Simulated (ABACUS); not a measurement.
The system is HfB2.

```xyz
3
Lattice="3.1400 0.0000 0.0000 -1.5700 2.7193 0.0000 0.0000 0.0000 3.4800" Properties=species:S:1:pos:R:3 pbc="T T T"
Hf    0.0000    0.0000    0.0000
B     1.5700    0.9064    1.7400
B     0.0000    1.8129    1.7400
```

```yaml
Program: ABACUS 3.10.1
Task: single point
Functional: PBE
Potentials_or_basis: PseudoDojo NC SR 0.4.1 PBE standard
Cutoff: 1034 eV
Density_cutoff: 4136 eV
Basis: plane waves
k_mesh: 10 × 10 × 8
Occupations: fermi-dirac, width 0.05 eV
Spin: no spin polarisation
```

On this cell: pressure 1.7 GPa; largest force under 0.003 eV/Å; band gap on the k mesh none (metal or under the smearing width).

The same run follows on a disturbed copy (atoms moved at random, drawn with an rms of 0.05 Å):

```
CELL_PARAMETERS angstrom
3.14000 0.00000 0.00000
-1.57000 2.71932 0.00000
0.00000 0.00000 3.48000
ATOMIC_POSITIONS crystal
Hf 0.00407 0.99622 0.99703
B 0.67352 0.34355 0.49131
B 0.31739 0.67513 0.48455
```

Question: What does the disturbed cell give?

Answer: The energy (extrapolated to zero smearing) moves by +21.1 meV/atom; pressure 2.5 GPa; largest force 1.326 eV/Å; band gap on the k mesh none (metal or under the smearing width).

Forces on the atoms (eV/Å):
```
Hf  -0.678  0.523 -0.498
B   -0.583 -0.398  0.109
B    1.262 -0.125  0.388
```

Stress tensor (GPa, compression positive):
```
 2.47 -0.45  0.48
-0.45  2.00 -0.32
 0.48 -0.32  3.06
```

Caveats: there are fewer bands than atomic start orbitals, so a level may be missed at k points of high symmetry.
